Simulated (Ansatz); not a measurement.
Starting cell, InN (zinc blende):

```
InN
1.0
    0.00000     5.04898     5.04898
    2.52449     2.52449     5.04898
    2.52449     2.52449     0.00000
N In
2 2
Direct
  0.00000   0.75000   0.75000
  0.50000   0.75000   0.75000
  0.00000   0.00000   0.00000
  0.50000   0.00000   0.00000
```

A phonon eigenvector at X = (0.5, 0.5, 0.0) is frozen into this cell: atom i moves by Q times the vector below, so Q is the largest atomic displacement, in Å. The cell is held. It is one choice among 2 degenerate patterns. (q is in reciprocal vectors of the primitive cell; the cell shown is doubled to hold the pattern.)

```tsv
atom	x	y	z
N1	0.000	-1.000	0.000
N2	0.000	1.000	0.000
In3	0.082	0.000	0.000
In4	-0.082	0.000	0.000
```

The numbers are results of PBE (plane waves to 420 eV, PAW, scalar-relativistic; Ansatz, a program for electronic structure), not measurements. k mesh 11×11×11 (Γ-centred), Fermi-Dirac smearing 0.05 eV. E stands for the smeared free energy. Stress and pressure are positive under compression. With partly filled bands, energies and forces of such displacements shift with the k mesh and the smearing. At this level the bands of InN touch or barely overlap; measurements give the solid a gap. InN was relaxed with its symmetry unable to fall. ΔE is measured from the undisplaced structure.

**Question.** What ΔE (meV/cell) and P (GPa) does the calculation give at Q (Å) = -0.280, -0.233, -0.187, -0.140, -0.093, -0.047, 0.140, 0.280?

**Answer.** 
```json
[
 {"Q (Å)": "-0.280", "ΔE (meV/cell)": "1008", "P (GPa)": "6.1"},
 {"Q (Å)": "-0.233", "ΔE (meV/cell)": "702", "P (GPa)": "4.3"},
 {"Q (Å)": "-0.187", "ΔE (meV/cell)": "450", "P (GPa)": "2.7"},
 {"Q (Å)": "-0.140", "ΔE (meV/cell)": "254", "P (GPa)": "1.6"},
 {"Q (Å)": "-0.093", "ΔE (meV/cell)": "113", "P (GPa)": "0.7"},
 {"Q (Å)": "-0.047", "ΔE (meV/cell)": "28", "P (GPa)": "0.2"},
 {"Q (Å)": "0.140", "ΔE (meV/cell)": "254", "P (GPa)": "1.6"},
 {"Q (Å)": "0.280", "ΔE (meV/cell)": "1008", "P (GPa)": "6.1"}
]
```

(For displaced atoms, the force is minus the slope of the energy, and its curvature is a force constant, which sets phonon frequencies.)
